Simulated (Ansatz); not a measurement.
# AlRu: the cost of one run

Program: Ansatz 0.2.0. Level of theory: DFT PBE, scalar-relativistic, plane waves, PAW. These are calculated values, not measurements.

**1. Starting point**

Symmetry: P6_3/mmc, No. 194, hexagonal system. The conventional cell has a = 3.601 Å, b = 3.601 Å, c = 4.758 Å, α = 90.00°, β = 90.00°, γ = 120.00°. Al (site symmetry -3m) has 2 Al at 2.38 Å and 6 Ru at 2.40 Å in its first shell of neighbours. Around Ru (site symmetry -6m2) lie 6 Al at 2.40 Å.

As a file:

```
Al Ru
1.0
     3.60133    0.00000    0.00000
    -1.80067    3.11884    0.00000
     0.00000    0.00000    4.75845
Al Ru
2 2
Direct
  0.00000 0.00000 0.50000
  0.00000 0.00000 0.00000
  0.66667 0.33333 0.75000
  0.33333 0.66667 0.25000
```

A structure generator made this guess: species swapped into a database cell of SnPt (P6_3/mmc, No. 194), with Ru on the Sn sites and Al on the Pt sites. Lengths come from tabulated atomic sizes and are only a guess.

**2. A first look at the guess**

Input file input.yaml:

```yaml
crystal:
  lattice:
    - [3.60133009, 0.0, 0.0]
    - [-1.80066505, 3.11884335, 0.0]
    - [0.0, 0.0, 4.75845287]
  atoms:
    - { symbol: Al, position: [0.0, 0.0, 0.5] }
    - { symbol: Al, position: [0.0, 0.0, 0.0] }
    - { symbol: Ru, position: [0.66666667, 0.33333333, 0.75] }
    - { symbol: Ru, position: [0.33333333, 0.66666667, 0.25] }
basis:
  ecutwfc: 420
kpoints:
  mp_grid: { grid: [6, 6, 4] }
hamiltonian:
  xc: pbe
scf:
  occupations: { method: gaussian, width: 0.1 }
  lower_state_search: "off"
output:
  forces: true
  stress: true
  eigenvalues: true
```

Command:

```console
ansatz run input.yaml --threads 1 --pin off --max-ram 2560MiB --backend cpu --events-out ev --progress --plain --runs-dir out
```

What time and memory should one allow on 1 thread of Intel Xeon at 2.50GHz (Skylake/Cascade Lake), shared host?

About 3.6 s, with a peak of 0.33 GiB.
